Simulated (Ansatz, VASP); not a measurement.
# La: VASP beside Ansatz

Contents of INCAR:

```
PREC     = Accurate       # precision mode
ENCUT    = 520            # plane-wave cutoff, eV
EDIFF    = 1E-6           # SCF threshold, eV
ISMEAR   = -1             # smearing method
SIGMA    = 0.1            # smearing width, eV
LREAL    = False          # projectors in reciprocal space
LASPH    = True           # aspherical terms in the spheres
NELM     = 100            # most SCF steps
ALGO     = Normal         # electronic algorithm
ISIF     = 2              # what is computed and relaxed
LWAVE    = False          # write WAVECAR
LCHARG   = False          # write CHGCAR
GGA      = CA             # functional
NBANDS   = 18             # bands
```

File KPOINTS:

```
Automatic mesh
0
Gamma
  11 11 6
```

File POSCAR:

```
La
1.0
    3.5309911325      0.0000000000      0.0000000000
   -1.7654955662      3.0579280213      0.0000000000
    0.0000000000      0.0000000000      5.8343604788
La
2
Direct
    0.3333333333      0.6666666667      0.2500000000
    0.6666666667      0.3333333333      0.7500000000
```

Input for Ansatz:

```yaml
crystal:
  lattice:
    - [3.5309911325, 0.0, 0.0]
    - [-1.7654955662, 3.0579280213, 0.0]
    - [0.0, 0.0, 5.8343604788]
  atoms:
    - { symbol: La, position: [0.3333333333, 0.6666666667, 0.25] }
    - { symbol: La, position: [0.6666666667, 0.3333333333, 0.75] }
hamiltonian:
  xc: lda
  pseudopotentials:
    kind: paw
    azcp:
      La: "pseudopotentials/La.paw.azcp"
basis:
  ecutwfc: 420
  fft_grid_basis: typed
kpoints:
  mp_grid: { grid: [11, 11, 6], shift: [0, 0, 0] }
magnetization:
  spin_polarized: false
scf:
  occupations: { method: fermi_dirac, width: 0.1 }
  lower_state_search: "off"
output:
  stress: true
```

Alike in both runs: task single point; functional LDA; k mesh 11 × 11 × 6; occupations fermi-dirac, width 0.1 eV; no spin polarisation.

```csv
,VASP,Ansatz
version,VASP 6.6.1,Ansatz 0.2.0
potentials or method,"VASP PAW LDA potentials, release 64 (La)","plane waves (420 eV) with PAW, scalar-relativistic"
plane-wave cutoff (eV),520,420
valence electrons in the cell,22,22
```

VASP gave:

* pressure (GPa): 1.0

**Question.** What did Ansatz give for the same quantities?

**Answer.** Pressure (GPa): 1.1.

Ansatz warned: «pseudo_functional_mismatch».

The runs have no spin-orbit coupling, so splittings on La are missing.
